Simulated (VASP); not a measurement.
Wanted: the native input for a VASP 6.6.1 run.

* Task: single point
* Functional: PBE
* Potentials or basis: VASP PAW PBE potentials, release 64 (Ga_d_GW, N_GW)
* Cutoff: 550 eV
* k mesh: 10 × 10 × 5
* Occupations: gaussian, width 0.1 eV
* Spin: no spin polarisation
* Further INCAR settings: ALGO = Fast; EDIFF = 1e-06

The structure of GaN lies in POSCAR:

```
GaN
1.0
    3.1800000000      0.0000000000      0.0000000000
   -1.5900000000      2.7539607840      0.0000000000
    0.0000000000      0.0000000000      5.1660000000
Ga N
2 2
Cartesian
    1.5900000002      0.9179869279      2.5830000000
   -0.0000000002      1.8359738561      0.0000000000
    1.5900000002      0.9179869279      4.5202500000
   -0.0000000002      1.8359738561      1.9372500000
```

These files were run (other wordings do the same):

INCAR

```
SYSTEM = GaN
ALGO = Fast ; EDIFF = 1E-6
ENCUT = 550 ; GGA = PE
ISIF = 2 ; ISMEAR = 0
LASPH = .True. ; LCHARG = .True.
LELF = .True. ; LREAL = .False.
LVHAR = .True. ; LWAVE = .False.
NELM = 60 ; PREC = Accurate
SIGMA = 0.1
```

KPOINTS

```
k-points
0
Gamma
  10 10 5
  0 0 0
```

Potentials or basis: VASP PAW PBE potentials, release 64 (Ga_d_GW, N_GW).

The run is started by

```bash
$ cat potpaw_PBE.64/Ga_d_GW/POTCAR potpaw_PBE.64/N_GW/POTCAR > POTCAR
$ mpirun -np 1 vasp_std > vasp.out
```

It gave:

```
Pressure               : 7.0 GPa
Largest force          : 0.135 eV/Å
Band gap on the k mesh : 1.98 eV, direct
```

It took 30 s on 1 thread of Intel(R) Xeon(R) 6975P-C (Granite Rapids), on a shared host, peak memory 0.18 GiB.
